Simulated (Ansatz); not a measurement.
Crystal: V.

```xyz
1
Lattice="-1.5144 1.5144 1.5144 1.5144 -1.5144 1.5144 1.5144 1.5144 -1.5144" Properties=species:S:1:pos:R:3 pbc="T T T"
V     0.0000    0.0000    0.0000
```

| Item | Value |
| --- | --- |
| Program | Ansatz 0.2.0 |
| Task | relaxation of cell and atoms |
| Functional | BLYP |
| Dispersion | D3(BJ) |
| Potentials or basis | Ansatz PAW |
| Cutoff | 420 eV (not typed: the program's choice for these potentials) |
| k mesh | 12 × 12 × 12 |
| Occupations | fermi-dirac, width 0.05 eV |
| Spin | collinear spin, ferromagnetic start |
| Starting moments | [2.0] μB |

At the start: volume 13.89 Å³/atom.

**Question.** Where does the relaxation end?

**Answer.** It ends after 5 steps and the volume is 12.32 Å³/atom (-11.3 %); space group Im-3m (No. 229, to 0.05 Å); moment 0.00 μB per cell.

Step by step:
```
step  energy change (eV)  largest force (eV/Å)  volume (Å³)
   1              0.0000                0.0000        13.89
   2             -0.1049                0.0000        12.14
   3             -0.1063                0.0000        12.35
   4             -0.1064                0.0000        12.32
   5             -0.1061                0.0000        12.32
```

Final structure:
```xyz
1
Lattice="-1.4548 1.4548 1.4548 1.4548 -1.4548 1.4548 1.4548 1.4548 -1.4548" Properties=species:S:1:pos:R:3 pbc="T T T"
V     0.0000    0.0000    0.0000
```

Caveat: the plane-wave basis is chosen anew once the cell has moved, so the energies of steps on either side of that aren't comparable; the volume moved by -11 % from the deposited cell, more than functionals usually miss; the PAW data sets come from PBE, with cores solved anew for the run's functional, which leaves a small shift of forces and pressure; the starting moments weren't kept.
